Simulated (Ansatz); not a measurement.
A (001) slab of Bi4Se3 (R-3m (No. 166)), 12 planes, outer planes Se (top) and Se (bottom), with 12 atoms (Bi6Se6) in a surface cell of A = 15.728 Å², as cut from the bulk:

```
CELL_PARAMETERS angstrom
4.26160 0.00000 0.00000
-2.13080 3.69065 0.00000
0.00000 0.00000 34.85689
ATOMIC_POSITIONS crystal
Se 0.33333 0.66667 0.21517
Bi 0.00000 0.00000 0.25883
Se 0.66667 0.33333 0.31109
Bi 0.33333 0.66667 0.36334
Se 0.00000 0.00000 0.40701
Bi 0.66667 0.33333 0.47488
Bi 0.33333 0.66667 0.52512
Se 0.00000 0.00000 0.59299
Bi 0.66667 0.33333 0.63666
Se 0.33333 0.66667 0.68891
Bi 0.00000 0.00000 0.74117
Se 0.66667 0.33333 0.78483
```

The calculation used DFT PBEsol, scalar-relativistic, plane waves, PAW (Ansatz 0.2.0). Settings: cutoff 420 eV, Γ-centred mesh 9×9×1 on the computed 12-atom cell, Gaussian smearing of 0.10 eV; no spin polarisation. The cell repeats along c with a dipole correction in the vacuum.

The relaxed slab holds 1.5 formula units of Bi4Se3 and 1.5 further Se. Against those formula units in the bulk and the further Se in its standard state it lies -0.779 eV higher. The formation energy of Bi4Se3 from the standard states is -1.892 eV a formula unit (uncorrected, no zero-point or thermal terms).

(1) Over what range can the chemical potential of Se vary, and what is the surface energy at both ends?

(2) How does its energy depend on growth conditions?

Results:

(1) In contact with the bulk, 3μ(Se) + 4μ(Bi) is fixed. With Δμ counted from the standard states, Δμ(Se) ≤ 0 keeps elemental Se from forming, and Δμ(Bi) ≤ 0 requires Δμ(Se) ≥ ΔH/3 = -0.631 eV. Other compounds of Se and Bi can narrow this range. Then γ, the mean of both faces, = [-0.779 eV − 1.50·Δμ(Se)]/(2A). At the Se-rich end (Δμ = 0): -0.779/(2 × 15.728) × 16.02 = -0.40 J/m². At the Se-poor end: (-0.779 + 0.947)/(2 × 15.728) × 16.02 = 0.09 J/m².

(2) It carries an excess of Se, so its energy falls by 0.76 J/m² for each eV that μ(Se) rises: Se-rich conditions lower it; whether it appears depends on the other terminations. A negative value at that end means that the bulk would rather take up more of this element, so other phases of the binary must be checked.